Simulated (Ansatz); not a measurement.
Li$_{2}$O (anti-fluorite)

```
Li2O
1.0
    0.00000     4.62614     4.62614
    2.31307     2.31307     4.62614
    2.31307     2.31307     0.00000
O Li
2 4
Direct
  0.00000   0.00000   0.00000
  0.50000   0.00000   0.00000
  0.00000   0.25000   0.25000
  0.50000   0.25000   0.25000
  0.00000   0.75000   0.75000
  0.50000   0.75000   0.75000
```

The atoms are displaced by Q × the pattern below (from a DFPT mode at X = (0.5, 0.5, 0.0), largest move 1; Q in Å), at fixed cell. It is one choice among 2 degenerate patterns. (q is in reciprocal vectors of the primitive cell; the cell shown is doubled to hold the pattern.)

| atom | x | y | z |
|---|---|---|---|
| Li3 | 0.000 | 1.000 | 0.000 |
| Li4 | 0.000 | -1.000 | 0.000 |
| Li5 | 0.000 | -1.000 | 0.000 |
| Li6 | 0.000 | 1.000 | 0.000 |

Atoms not listed stay in place.

All values below come from PBE (plane waves to 420 eV, PAW, scalar-relativistic; Ansatz, an electronic-structure program). k mesh 12×12×12 (Γ-centred), Fermi-Dirac smearing 0.05 eV. Li2O was relaxed with its symmetry unable to fall.

At one point of the scan the forces (eV/Å) are:

| atom | Fx | Fy | Fz |
|---|---|---|---|
| O1 | 0.000 | 0.000 | 0.000 |
| O2 | 0.000 | 0.000 | 0.000 |
| Li3 | 0.000 | 0.087 | 0.000 |
| Li4 | 0.000 | -0.087 | 0.000 |
| Li5 | 0.000 | -0.087 | 0.000 |
| Li6 | 0.000 | 0.087 | 0.000 |

### Question
Which point is it?
A) Q = -0.083 Å
B) Q = -0.050 Å
C) Q = -0.017 Å

### Answer
B, Q = -0.050 Å

(For displaced atoms, the force is minus the slope of the energy, and its curvature is a force constant, which sets phonon frequencies.)
